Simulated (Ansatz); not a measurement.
Theory: Ansatz, DFT PBE, scalar-relativistic, plane waves, PAW. All cells share a 420 eV cutoff and Γ-centred k meshes spaced at most about 0.3 Å⁻¹ (about 0.25 or finer for metals, 2π included). No spin polarisation.

Temperature and zero-point effects are left out.

Two relaxed structures of Hf5C3:

1.

```
Hf C
1.0
     5.17323   -2.30565    0.00000
     5.17323    2.30565    0.00000
    -5.03763    0.00000    5.23548
Hf C
5 3
Cartesian
  0.9974 0.0000 1.9990
  -3.0128 0.0000 4.1026
  8.3217 0.0000 1.1329
  4.3114 0.0000 3.2365
  5.1732 0.0000 0.0000
  -0.9682 0.0000 3.1364
  0.0000 0.0000 0.0000
  6.2770 0.0000 2.0990
```

2.

```
Hf C
1.0
     1.65115    0.95329   13.17878
    -1.65115    0.95329   13.17878
     0.00000   -1.90658   13.17878
Hf C
5 3
Direct
  0.80206 0.80206 0.80206
  0.19794 0.19794 0.19794
  0.00000 0.00000 0.00000
  0.39800 0.39800 0.39800
  0.60200 0.60200 0.60200
  0.50000 0.50000 0.50000
  0.29846 0.29846 0.29846
  0.70154 0.70154 0.70154
```

**Question.** Which would you expect to be lower, and how large is the difference?

**Answer.** Cell 2 is lower, by 34 meV/atom. Cell 1 has space group C2/m (No. 12), 15.6 Å³/atom and no gap on its mesh; cell 2 has space group R-3m (No. 166), 15.6 Å³/atom and no gap. Counting C atoms around Hf (those within 1.25 times the shortest such distance or 1.15 times the sum of covalent radii, 1.27 where that leaves under three; a slash parts the counts of unlike sites), cell 1 has Hf 3/4 and cell 2 has Hf 3/6. Both come from invented guesses.

These runs have no spin–orbit coupling, which can matter for Hf. Cells relaxed within their symmetry can be saddle points.
